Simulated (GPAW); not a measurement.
BaTiO3:

```
Ba Ti O
1.0
     2.82737    1.63238    2.31839
    -2.82737    1.63238    2.31839
     0.00000   -3.26476    2.31839
Ba Ti O
1 1 3
Cartesian
  0.0000 0.0000 0.0000
  0.0000 0.0000 3.3698
  1.3885 -0.8017 2.3988
  -1.3885 -0.8017 2.3988
  0.0000 1.6033 2.3988
```

Base run:

```yaml
Program: GPAW 26.7.0
Functional: PBEsol
Potentials_or_basis: PAW data sets generated in the run's folder for this functional
Cutoff: 800 eV
Basis: pw
k_mesh: 5 × 5 × 5
Occupations: fermi-dirac, width 0.05 eV
Spin: no spin polarisation
```

Its results: band gap on the k mesh 2.49 eV, indirect (least direct gap 2.76 eV); pressure 0.3 GPa; largest force 0.193 eV/Å.

Q: The run is repeated on the same cell with these changes: k mesh from 5 × 5 × 5 to 7 × 7 × 7. What comes out?

A: Band gap on the k mesh 2.43 eV, indirect (least direct gap 2.75 eV); pressure 0.3 GPa; largest force 0.204 eV/Å.

Caveats: spin-orbit coupling is left out, which moves the levels of the heavy elements; the mesh misses the band edges, which the band path finds closer together (some runs).
